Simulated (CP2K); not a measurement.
Runs of CP2K 2026.2 on AlN. Symmetry: P6_3mc, No. 186, hexagonal system. The conventional cell has a = 3.113 Å, b = 3.113 Å, c = 4.981 Å, α = 90.00°, β = 90.00°, γ = 120.00°. Al (site symmetry 3m) has 4 N at 1.89 Å as nearest neighbours. N (site symmetry 3m) has 4 Al at 1.89 Å as nearest neighbours. 

```tsv
task	level	potentials or basis	cell	k mesh	smearing	EPS_DEFAULT	EXTRAPOLATION	optimiser	most steps	KEEP_SPACE_GROUP	gap on the mesh (eV)	pressure (GPa)	largest force (eV/Å)
relaxation of cell and atoms	PBEsol	POTENTIAL_UZH Al GTH-PBE-q3, N GTH-PBE-q5; TZVP-MOLOPT-PBE-GTH basis	relaxed	8 × 8 × 4	fermi-dirac 0.05 eV	1.0E-10	USE_PREV_P	BFGS	40	yes	5.36	0.0	0.03
band structure	LDA	GTH_POTENTIALS Al GTH-PADE-q3, N GTH-PADE-q5; TZVP-MOLOPT-PBE-GTH basis	as given	10 × 10 × 6	fermi-dirac 0.05 eV	1.0E-9	-	-	-	-	(a)	-5.8	0.11
band structure	PBEsol	POTENTIAL_UZH Al GTH-PBE-q3, N GTH-PBE-q5; TZVP-MOLOPT-PBE-GTH basis	as given	10 × 10 × 6	fermi-dirac 0.01 eV	1.0E-9	-	-	-	-	(b)	2.4	-
relaxation of cell and atoms	LDA	GTH_POTENTIALS Al GTH-PADE-q3, N GTH-PADE-q5; TZVP-MOLOPT-PBE-GTH basis	relaxed	8 × 8 × 4	fermi-dirac 0.05 eV	1.0E-9	USE_PREV_P	BFGS	40	yes	(c)	0.0	0.06
band structure	TB-mBJ	POTENTIAL_UZH Al GTH-PBE-q3, N GTH-PBE-q5; TZVP-MOLOPT-PBE-GTH basis	as given	10 × 10 × 6	fermi-dirac 0.01 eV	1.0E-9	-	-	-	-	4.95	-	-
```

Alike in all rows: no spin polarisation.

**Question.** Fill in the values left out.

**Answer.** (a) 4.25; (b) 4.12; (c) 5.45.

Caveats: the basis of atomic orbitals isn't converged, which shifts pressures, moduli and gaps; the potentials were made for another functional, which shifts forces and pressure (some runs); the forces don't sum to zero, a sign of grid noise (some runs); more than 0.5 GPa of stress was left at the end, so the final cell isn't listed (some runs); this is a model potential without an energy functional, so only levels have meaning (some runs).

A k mesh can miss the band edges.

Not every run made on this cell is shown here.
